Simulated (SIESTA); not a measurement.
Crystal: GaCuSe2.

```xyz
8
Lattice="-2.8096 2.8096 5.5130 2.8096 -2.8096 5.5130 2.8096 2.8096 -5.5130" Properties=species:S:1:pos:R:3 pbc="T T T"
Se    1.4048   -1.4013    4.1348
Se    1.4013    1.4048    6.8913
Se    1.4048    4.2108   -1.3783
Se    1.4083    1.4048    1.3783
Ga    2.8096    0.0000    2.7565
Ga    0.0000    0.0000    5.5130
Cu    0.0000    2.8096    2.7565
Cu    0.0000    0.0000    0.0000
```

Program: SIESTA 5.4.2. Alike in all runs: task band structure; no spin polarisation; cell as given; k mesh 7 × 7 × 7; smearing fermi-dirac 0.05 eV; grid cutoff 800 Ry; energy shift 0.003 Ry.

Order these runs on this cell by their pressure, lowest first.
A. level PBEsol; potentials or basis PseudoDojo 0.4 standard (PBEsol files), DZP (energy shift 0.003 Ry; two zetas on semicore shells)
B. level PBE; potentials or basis PseudoDojo 0.4 standard (PBE files), DZP (energy shift 0.003 Ry; two zetas on semicore shells)
C. level LDA; potentials or basis PseudoDojo 0.4 standard (LDA files), DZP (energy shift 0.003 Ry; two zetas on semicore shells)

C (-1.8 GPa), A (0.5 GPa), B (4.0 GPa).

Caveats: short orbitals over semicore shells can move pressures by several GPa; the basis of atomic orbitals isn't converged, which shifts pressures, moduli and gaps.
